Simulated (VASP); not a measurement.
Ag, 2 atoms in the cell. It takes space group P6_3/mmc (No. 194, hexagonal). The conventional cell has a = 2.930 Å, b = 2.930 Å, c = 4.790 Å, α = 90.00°, β = 90.00°, γ = 120.00°. Ag (site symmetry -6m2) is surrounded by 12 Ag at 2.93 Å. This isn't the form of Ag at room conditions, which is fcc.

| Quantity | Value |
| --- | --- |
| Program | VASP 6.6.1 |
| Task | single point |
| Functional | PBE |
| Potentials or basis | VASP PAW PBE potentials, release 64 (Ag) |
| Cutoff | 520 eV |
| k mesh | 10 × 10 × 6 |
| Occupations | fermi-dirac, width 0.05 eV |
| Spin | no spin polarisation |
| Further INCAR settings | ALGO = Normal; EDIFF = 1e-07; NBANDS = 18 |

Potentials or basis: VASP PAW PBE potentials, release 64 (Ag).

Run with:

```sh
$ cat potpaw_PBE.64/Ag/POTCAR > POTCAR
$ mpirun -np 1 vasp_std > vasp.out
```

Hardware: 1 thread of Intel(R) Xeon(R) Platinum 8488C (Sapphire Rapids), with other jobs on the host.

Task: Estimate the wall time of this run.

Result: It took 26 s on 1 thread of Intel(R) Xeon(R) Platinum 8488C (Sapphire Rapids), with other jobs on the host, peak memory 0.16 GiB. Counts: scf iterations 12, k points 56.
